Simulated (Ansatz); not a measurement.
Runs of Ansatz 0.2.0 on BaTiO3. The structure is tetragonal, space group P4mm (No. 99). The conventional cell has a = 4.000 Å, b = 4.000 Å, c = 4.018 Å, α = 90.00°, β = 90.00°, γ = 90.00°. Ba (site symmetry 4mm) is surrounded by 12 O at 2.79 to 2.88 Å. Around Ti (site symmetry 4mm) lie 6 O at 1.89 to 2.13 Å. O (site symmetry 2mm) has 2 Ti at 2.00 Å as nearest neighbours. O (site symmetry 4mm) is surrounded by 2 Ti at 1.89 to 2.13 Å. 

```csv
level,U,hubbard projectors,double counting,gap on the mesh (eV),pressure (GPa),largest force (eV/Å)
PBE+U,Ti d U = 1 eV,ortho-atomic (the default),fll (the default),2.03,2.7,0.26
PBE+U,Ti d U = 2 eV,ortho-atomic (the default),fll (the default),2.15,3.0,(b)
PBE+U,Ti d U = 3 eV,ortho-atomic (the default),fll (the default),2.27,3.4,0.16
PBE,-,-,-,1.93,2.4,0.31
PBE+U,Ti d U = 5 eV,ortho-atomic (the default),fll (the default),2.54,(a),(d)
PBE+U,Ti d U = 4 eV,ortho-atomic (the default),fll (the default),2.40,3.7,0.12
PBE+U,Ti d U = 6 eV,ortho-atomic (the default),fll (the default),(c),4.5,0.24
PBE+U,Ti d U = 8 eV,ortho-atomic (the default),fll (the default),3.06,5.4,0.40
```

Alike in all rows: task band structure; potentials or basis Ansatz PAW; no spin polarisation; cell as given; k mesh 7 × 7 × 7; cutoff (eV) 420; smearing fermi-dirac 0.05 eV.

Task: Fill in the values left out.

Result: (a) 4.1; (b) 0.22; (c) 2.70; (d) 0.17.

Caveats: the k mesh misses the band edges, so the gap on the mesh is wider than the one along the path; spin-orbit coupling is left out, which moves the levels of the heavy elements.

A k mesh can miss the band edges, and the runs leave out spin-orbit coupling on Ba.
